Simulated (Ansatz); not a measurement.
# AlCu3: the cost of one run

Program: Ansatz 0.2.0. Level of theory: DFT PBEsol, scalar-relativistic, plane waves, PAW. These are calculated values, not measurements.

2 further runs of the same task are left out: 2 set aside as unsound or not needed.

**1. The structure to begin with**

The structure is orthorhombic, space group Pmmn (No. 59). The conventional cell has a = 4.176 Å, b = 5.118 Å, c = 4.473 Å, α = 90.00°, β = 90.00°, γ = 90.00°. Al (site symmetry mm2) is surrounded by 12 Cu at 2.56 to 2.58 Å. Cu (site symmetry mm2) has 8 Cu at 2.56 to 2.59 Å and 4 Al at 2.56 Å as nearest neighbours. Cu (site symmetry m) has 8 Cu at 2.55 to 2.59 Å and 4 Al at 2.56 to 2.58 Å as nearest neighbours.

As a file:

```cif
data_structure
_symmetry_space_group_name_H-M 'Pmmn:1'
_symmetry_Int_Tables_number 59
_cell_length_a 4.1756
_cell_length_b 5.1183
_cell_length_c 4.4727
_cell_angle_alpha 90.000
_cell_angle_beta 90.000
_cell_angle_gamma 90.000
_cell_volume 95.59
loop_
_atom_site_label
_atom_site_type_symbol
_atom_site_symmetry_multiplicity
_atom_site_Wyckoff_symbol
_atom_site_fract_x
_atom_site_fract_y
_atom_site_fract_z
_atom_site_occupancy
Al1 Al 2 a 0.00000 0.00000 0.66423 1
Cu1 Cu 2 b 0.00000 0.50000 0.66808 1
Cu2 Cu 4 e 0.00000 0.25102 0.16391 1
```

It goes back to an entry of the Materials Project, which need not be the stable form.

It is the result of an earlier relaxation at this level (volume 11.95 Å³/atom; gap on the mesh: none (metal)).

**2. Zero strain**

input.yaml reads:

```yaml
crystal:
  lattice:
    - [4.1756408267, 0.0, 0.0]
    - [0.0, 5.1183211566, 0.0]
    - [0.0, 0.0, 4.4727201861]
  atoms:
    - { symbol: Al, position: [0.0, 0.0, 0.6642284157] }
    - { symbol: Al, position: [0.5, 0.5, 0.3357715843] }
    - { symbol: Cu, position: [0.0, 0.5, 0.6680840754] }
    - { symbol: Cu, position: [0.5, 0.0, 0.3319159246] }
    - { symbol: Cu, position: [0.0, 0.2510188889, 0.163907427] }
    - { symbol: Cu, position: [0.0, 0.7489811111, 0.163907427] }
    - { symbol: Cu, position: [0.5, 0.2489811111, 0.836092573] }
    - { symbol: Cu, position: [0.5, 0.7510188889, 0.836092573] }
basis:
  ecutwfc: 420
kpoints:
  mp_grid: { grid: [8, 8, 8] }
hamiltonian:
  xc: pbesol
scf:
  occupations: { method: gaussian, width: 0.1 }
output:
  forces: true
  stress: true
  eigenvalues: true
```

Command:

```bash
$ ansatz run input.yaml --threads 2 --pin off --max-ram 5120MiB --backend cpu --events-out ev --progress --plain --runs-dir out
```

**Question.** How long does this run take on 2 threads of Arm Neoverse V1, shared host, and how much memory does it need?

About 32 s, with a peak of 0.81 GiB.
